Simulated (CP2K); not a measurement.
Si2W:

```
W Si
1.0
     4.52671    0.00000    0.00000
     2.24503    3.93077    0.00000
    -3.38587   -1.96538    2.27250
W Si
1 2
Direct
  0.00000 0.00000 0.00000
  0.66530 0.66530 0.00000
  0.33470 0.33470 0.00000
```

```yaml
Program: CP2K 2026.2
Task: single point
Functional: PBE
Potentials_or_basis: POTENTIAL_UZH W GTH-PBE-q14, Si GTH-PBE-q4; TZVP-MOLOPT-PBE-GTH basis
Density_cutoff: 6123 eV
k_mesh: 12 × 12 × 12
Occupations: fermi-dirac, width 0.05 eV
Spin: no spin polarisation
```

On this cell: pressure 2.5 GPa; largest force 0.065 eV/Å; band gap on the k mesh none (metal or under the smearing width).

The same run follows on a disturbed copy (atoms moved at random, drawn with an rms of 0.05 Å):

```xyz
3
Lattice="4.5267 0.0000 0.0000 2.2450 3.9308 0.0000 -3.3859 -1.9654 2.2725" Properties=species:S:1:pos:R:3 pbc="T T T"
W     0.0108   -0.0308    0.0268
Si    4.5241    2.5515    0.0188
Si    2.3106    1.2883   -0.0601
```

Task: What does the disturbed cell give?

Result: The energy (extrapolated to zero smearing) moves by +15.9 meV/atom; pressure 3.5 GPa; largest force 0.964 eV/Å; band gap on the k mesh none (metal or under the smearing width).

Forces in eV/Å, atoms in the order of the input:
```
W    0.310 -0.116 -0.559
Si   0.222  0.398 -0.194
Si  -0.532 -0.283  0.752
```

Stress tensor (GPa, compression positive):
```
 3.63  0.67 -0.66
 0.67  3.19 -0.41
-0.66 -0.41  3.72
```

Caveats: the basis of atomic orbitals isn't converged, which shifts pressures, moduli and gaps.
